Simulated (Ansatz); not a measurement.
# Te: the cost of one run

Program: Ansatz 0.2.0. Level of theory: DFT PBE, scalar-relativistic. These are calculated values, not measurements.

### 1 Starting point

It takes space group P3_121 (No. 152, trigonal). The conventional cell has a = 4.458 Å, b = 4.458 Å, c = 5.925 Å, α = 90.00°, β = 90.00°, γ = 120.00°. Te (site symmetry 2) is surrounded by 2 Te at 2.79 Å.

Coordinates:

```cif
data_structure
_symmetry_space_group_name_H-M 'P 1'
_symmetry_Int_Tables_number 1
_cell_length_a 4.4580
_cell_length_b 4.4580
_cell_length_c 5.9250
_cell_angle_alpha 90.000
_cell_angle_beta 90.000
_cell_angle_gamma 120.000
_cell_volume 101.98
loop_
_atom_site_label
_atom_site_type_symbol
_atom_site_fract_x
_atom_site_fract_y
_atom_site_fract_z
_atom_site_occupancy
Te1 Te 0.74500 0.00000 0.33333 1
Te2 Te 0.00000 0.74500 0.66667 1
Te3 Te 0.25500 0.25500 0.00000 1
```

Atoms are numbered in the order of the input: Te1, Te2, Te3.

### 2 After the deformation

Space group P3_121 before, P3_121 after.

### 3 All-electron LAPW

input.yaml reads:

```yaml
crystal:
  lattice:
    - [4.4579994587, 0.0, 0.0]
    - [-2.2289997294, 3.8607407813, 0.0]
    - [0.0, 0.0, 6.0435]
  atoms:
    - { symbol: Te, position: [0.745, 0.0, 0.3333333333] }
    - { symbol: Te, position: [0.0, 0.745, 0.6666666667] }
    - { symbol: Te, position: [0.255, 0.255, 0.0] }
kpoints:
  mp_grid: { grid: [9, 9, 6] }
  band_path:
    path:
      - [0.0, 0.0, 0.0]
      - [0.5, 0.0, 0.0]
      - [0.3333333333, 0.3333333333, 0.0]
      - [0.0, 0.0, 0.0]
      - [0.0, 0.0, 0.5]
      - [0.5, 0.0, 0.5]
      - [0.3333333333, 0.3333333333, 0.5]
      - [0.0, 0.0, 0.5]
      - [0.5, 0.0, 0.5]
    npoints: 5
scf:
  occupations: { method: fermi_dirac, width: 0.08 }
hamiltonian:
  xc: pbe
  pseudopotentials: { kind: all_electron, lapw: { basis_error: 0.0005 } }
output:
  forces: true
  stress: true
  eigenvalues: true
```

Started as:

```bash
$ ansatz run input.yaml --threads 1 --pin off --max-ram 4096MiB --backend cpu --events-out ev --progress --plain --runs-dir out
```

What time and memory should one allow on 1 thread of Arm Neoverse V1, shared host?

About 2.2 min, with a peak of 0.52 GiB.
